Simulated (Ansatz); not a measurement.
**TiAl3: biaxial strain in the a-b plane**

An exercise on one series of results from a longer session: the logs are not shown, and one member is left open.

Method: DFT r2SCAN, scalar-relativistic, plane waves, PAW, in Ansatz 0.2.0.

2 further runs of the same task are left out: 2 set aside as unsound or not needed.

## The structure to begin with

Symmetry: I4/mmm, No. 139, tetragonal system. The conventional cell has a = 3.824 Å, b = 3.824 Å, c = 8.564 Å, α = 90.00°, β = 90.00°, γ = 90.00°. Ti (site symmetry 4/mmm) is surrounded by 12 Al at 2.70 to 2.87 Å. Around Al (site symmetry 4/mmm) lie 4 Ti at 2.70 Å and 8 Al at 2.87 Å. Al (site symmetry -4m2) has 8 Al at 2.70 to 2.87 Å and 4 Ti at 2.87 Å as nearest neighbours.

Coordinates:

```
Ti Al
1.0
     3.82400    0.00000    0.00000
     0.00000    3.82400    0.00000
     0.00000    0.00000    8.56383
Ti Al
2 6
Direct
  0.00000 0.00000 0.00000
  0.50000 0.50000 0.50000
  0.50000 0.50000 0.00000
  0.00000 0.50000 0.25000
  0.50000 0.00000 0.25000
  0.00000 0.00000 0.50000
  0.50000 0.00000 0.75000
  0.00000 0.50000 0.75000
```

It goes back to an entry of the Materials Project, which need not be the stable form.

The first run:

The input, input.yaml:

```yaml
crystal:
  lattice:
    - [3.8240007105, 0.0, 0.0]
    - [0.0, 3.8240007105, 0.0]
    - [0.0, 0.0, 8.563830076]
  atoms:
    - { symbol: Ti, position: [0.0, 0.0, 0.0] }
    - { symbol: Ti, position: [0.5, 0.5, 0.5] }
    - { symbol: Al, position: [0.5, 0.5, 0.0] }
    - { symbol: Al, position: [0.0, 0.5, 0.25] }
    - { symbol: Al, position: [0.5, 0.0, 0.25] }
    - { symbol: Al, position: [0.0, 0.0, 0.5] }
    - { symbol: Al, position: [0.5, 0.0, 0.75] }
    - { symbol: Al, position: [0.0, 0.5, 0.75] }
basis:
  ecutwfc: 500
kpoints:
  mp_grid: { grid: [10, 10, 4] }
hamiltonian:
  xc: r2scan
scf:
  occupations: { method: gaussian, width: 0.1 }
output:
  forces: true
  stress: true
  eigenvalues: true
  write_density: true
  write_potential: true
  elf: true
  volumetric_format: npy
```

On the command line:

```bash
$ ansatz run input.yaml --threads 1 --pin off --max-ram 2560MiB --backend cpu --events-out ev --progress --plain --runs-dir out
```

Among the steps run: Reference cell for the strains; Strain -1.0 %; At +1.0 %; Strain -2.0 %; At +2.0 %; At -3.0 %; Strain +3.0 %.

One of the session's tables, all rows but one given; the rest of the session is left out.

It belongs to the step «Energy and stress against strain (a metal throughout)». Lengths are those of the vectors of the cell that was run; stresses in GPa:

```
strain (%)  ΔE (meV/atom)  a (Å)  b (Å)  c (Å)
      -3.0           26.9  3.709  3.709  8.661
      -2.0           11.5  3.748  3.748  8.630
      -1.0            2.7  3.786  3.786  8.597
      +0.0            0.0  3.824  3.824  8.564
      +1.0              ?      ?      ?      ?
      +2.0           11.1  3.900  3.900  8.492
      +3.0           23.5  3.939  3.939  8.450
```

Q: Estimate the row for strain (%) = +1.0 from the others.

Worked estimate for «ΔE (meV/atom)». A straight line through the neighbours (0.0, 0.0) and (2.0, 11.1) gives 0.0 + (11.1 − 0.0) × (1.0 − 0.0) / (2.0 − 0.0) = 5.5; a parabola fitted to 4 rows on both sides gives 3.0.

As computed: ΔE (meV/atom): 3.0; a (Å): 3.862; b (Å): 3.862; c (Å): 8.531. In «ΔE (meV/atom)» the line misses by +2.5 and the parabola by 0.0.

ΔE is over the unstrained cell. Stress in GPa, positive in compression, on the Cartesian axes of the input. 
